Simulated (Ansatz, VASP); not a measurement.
**Ru in VASP and in Ansatz**

```
Ru
1.0
     2.75017    0.00000    0.00000
    -1.37508    2.38171    0.00000
     0.00000    0.00000    4.35211
Ru
2
Direct
  0.33333 0.66667 0.25000
  0.66667 0.33333 0.75000
```

Alike in both runs: task single point; functional PBE; k mesh 12 × 12 × 7; no spin polarisation.

|  | VASP | Ansatz |
| --- | --- | --- |
| version | VASP 6.6.1 | Ansatz 0.2.0 |
| potentials or method | VASP PAW PBE potentials, release 64 (Ru_pv) | plane waves, PAW |
| plane-wave cutoff (eV) | 520 | 500 |
| occupations | methfessel-paxton of order 1, width 0.05 eV | cold, width 0.05 eV |
| valence electrons in the cell | 28 | 32 |

```tsv
	VASP	Ansatz	Ansatz less VASP
pressure (GPa)	-10.3	-10.2	+0.10
largest component of the traceless stress (GPa)	0.32	0.26	-0.059
```

The two sets of potentials don't hold the same shells in valence.
